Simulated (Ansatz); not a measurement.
# AlN: the cost of one run

Computed with Ansatz 0.2.0 (DFT PBE, scalar-relativistic, plane waves, PAW, unless a step's input says otherwise).

The COD entry's cell or inner coordinates are ideal or old and differ from later refinements, so a difference from it is no clean test against experiment.

## Step 1: Starting point

The structure is hexagonal, space group P6_3mc (No. 186). The conventional cell has a = 3.113 Å, b = 3.113 Å, c = 4.981 Å, α = 90.00°, β = 90.00°, γ = 120.00°. Around Al (site symmetry 3m) lie 4 N at 1.89 Å. N (site symmetry 3m) has 4 Al at 1.89 Å as nearest neighbours.

Coordinates:

```cif
data_structure
_symmetry_space_group_name_H-M 'P6_3mc'
_symmetry_Int_Tables_number 186
_cell_length_a 3.1130
_cell_length_b 3.1130
_cell_length_c 4.9810
_cell_angle_alpha 90.000
_cell_angle_beta 90.000
_cell_angle_gamma 120.000
_cell_volume 41.80
loop_
_atom_site_label
_atom_site_type_symbol
_atom_site_symmetry_multiplicity
_atom_site_Wyckoff_symbol
_atom_site_fract_x
_atom_site_fract_y
_atom_site_fract_z
_atom_site_occupancy
Al1 Al 2 b 0.33333 0.66667 0.00000 1
N1 N 2 b 0.33333 0.66667 0.62000 1
```

The runs take a perfect supercell of 48 atoms; the defect goes to fractional position (0.167, 0.000, 0.167).

## Step 2: The perfect supercell

The input, input.yaml:

```yaml
crystal:
  lattice:
    - [-4.6695, 2.695937, 4.981]
    - [4.6695, -2.695937, 4.981]
    - [4.6695, 8.087811, -4.981]
  atoms:
    - { symbol: Al, position: [0.166666, 0.0, 0.166667] }
    - { symbol: Al, position: [0.666666, 0.5, 0.166667] }
    - { symbol: Al, position: [0.5, 0.833334, 0.333333] }
    - { symbol: Al, position: [0.0, 0.333334, 0.333333] }
    - { symbol: Al, position: [0.833333, 0.666667, 0.5] }
    - { symbol: Al, position: [0.333333, 0.166667, 0.5] }
    - { symbol: Al, position: [0.166666, 0.5, 0.666667] }
    - { symbol: Al, position: [0.666666, 0.0, 0.666667] }
    - { symbol: Al, position: [0.5, 0.333334, 0.833333] }
    - { symbol: Al, position: [0.0, 0.833334, 0.833333] }
    - { symbol: Al, position: [0.833333, 0.166667, 0.0] }
    - { symbol: Al, position: [0.333333, 0.666667, 0.0] }
    - { symbol: Al, position: [0.25, 0.416666, 0.166667] }
    - { symbol: Al, position: [0.75, 0.916666, 0.166667] }
    - { symbol: Al, position: [0.583334, 0.25, 0.333333] }
    - { symbol: Al, position: [0.083334, 0.75, 0.333333] }
    - { symbol: Al, position: [0.916667, 0.083333, 0.5] }
    - { symbol: Al, position: [0.416667, 0.583333, 0.5] }
    - { symbol: Al, position: [0.25, 0.916666, 0.666667] }
    - { symbol: Al, position: [0.75, 0.416666, 0.666667] }
    - { symbol: Al, position: [0.583334, 0.75, 0.833333] }
    - { symbol: Al, position: [0.083334, 0.25, 0.833333] }
    - { symbol: Al, position: [0.916667, 0.583333, 0.0] }
    - { symbol: Al, position: [0.416667, 0.083333, 0.0] }
    - { symbol: "N", position: [0.356666, 0.19, 0.166667] }
    - { symbol: "N", position: [0.856666, 0.69, 0.166667] }
    - { symbol: "N", position: [0.69, 0.023334, 0.333333] }
    - { symbol: "N", position: [0.19, 0.523334, 0.333333] }
    - { symbol: "N", position: [0.023333, 0.856667, 0.5] }
    - { symbol: "N", position: [0.523333, 0.356667, 0.5] }
    - { symbol: "N", position: [0.356666, 0.69, 0.666667] }
    - { symbol: "N", position: [0.856666, 0.19, 0.666667] }
    - { symbol: "N", position: [0.69, 0.523334, 0.833333] }
    - { symbol: "N", position: [0.19, 0.023334, 0.833333] }
    - { symbol: "N", position: [0.023333, 0.356667, 0.0] }
    - { symbol: "N", position: [0.523333, 0.856667, 0.0] }
    - { symbol: "N", position: [0.44, 0.606666, 0.166667] }
    - { symbol: "N", position: [0.94, 0.106666, 0.166667] }
    - { symbol: "N", position: [0.773334, 0.44, 0.333333] }
    - { symbol: "N", position: [0.273334, 0.94, 0.333333] }
    - { symbol: "N", position: [0.106667, 0.273333, 0.5] }
    - { symbol: "N", position: [0.606667, 0.773333, 0.5] }
    - { symbol: "N", position: [0.44, 0.106666, 0.666667] }
    - { symbol: "N", position: [0.94, 0.606666, 0.666667] }
    - { symbol: "N", position: [0.773334, 0.94, 0.833333] }
    - { symbol: "N", position: [0.273334, 0.44, 0.833333] }
    - { symbol: "N", position: [0.106667, 0.773333, 0.0] }
    - { symbol: "N", position: [0.606667, 0.273333, 0.0] }
basis:
  ecutwfc: 420
  fft_grid_basis: typed
kpoints:
  mp_grid: { grid: [2, 2, 2] }
hamiltonian:
  xc: pbe
  pseudopotentials: { kind: paw }
scf:
  occupations: { method: gaussian, width: 0.05 }
output:
  forces: true
  stress: false
  eigenvalues: true
  bader: false
  write_density: true
  volumetric_format: npy
```

The run is started by

```sh
$ ansatz run input.yaml --threads 4 --pin off --max-ram 10240MiB --backend cpu --events-out ev --progress --plain --runs-dir out
```

**Question.** How long does this run take on 4 threads of Arm Neoverse N1, shared host, and how much memory does it need?

About 8 s, with a peak of 1.8 GiB.
